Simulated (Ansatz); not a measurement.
**La: frozen-core PAW against all-electron methods**

```
CELL_PARAMETERS angstrom
-2.12383 2.12383 2.12383
2.12383 -2.12383 2.12383
2.12383 2.12383 -2.12383
ATOMIC_POSITIONS crystal
La 0.00000 0.00000 0.00000
```

Structure from Materials Project entry mp-10023 (possibly hypothetical), not relaxed further.

Spin–orbit coupling is left out, though it moves levels of the heavy atoms by tenths of an eV or more.

Levels of theory: DFT, LDA, PAW with Ansatz's default frozen-core files, scalar-relativistic (Ansatz 0.2.0); DFT, LDA, all-electron PAW with datasets made for the crystal, scalar-relativistic (Ansatz 0.2.0); DFT, LDA, all-electron LAPW, scalar-relativistic (Ansatz 0.2.0).

For PAW: a Γ-centred 11×11×11 k mesh, Fermi–Dirac smearing of 0.03 eV, cutoff 420 eV, no spin polarisation; the PAW files were made with PBE, and the program remakes their frozen cores for this functional. The crystal-made all-electron datasets (AE datasets) take a cutoff of 260 eV at this cell. LAPW targets a basis error of 0.5 meV/atom. The Ansatz runs share mesh, smearing and spin set-up. Plane-wave (PAW) pressures include the program's estimate of the Pulay term.

Stress and pressure are positive in compression.

Levels count from the Fermi level.

| quantity | PAW | AE datasets | LAPW |
| --- | --- | --- | --- |
| pressure (GPa) | -3.58 | -3.55 | -3.55 |
| highest filled level at Γ (eV) | -3.241 | -3.242 | -3.242 |
| lowest empty level at Γ (eV) | ? | 1.324 | 1.325 |
| highest filled level at H (eV) | -1.764 | -1.765 | -1.765 |
| lowest empty level at H (eV) | ? | 1.438 | 1.438 |

Problem. What belongs in the row "lowest empty level at Γ (eV)", column "PAW"?

Solution. 1.298.

Problem. What belongs in the row "lowest empty level at H (eV)", column "PAW"?

Solution. 1.409.
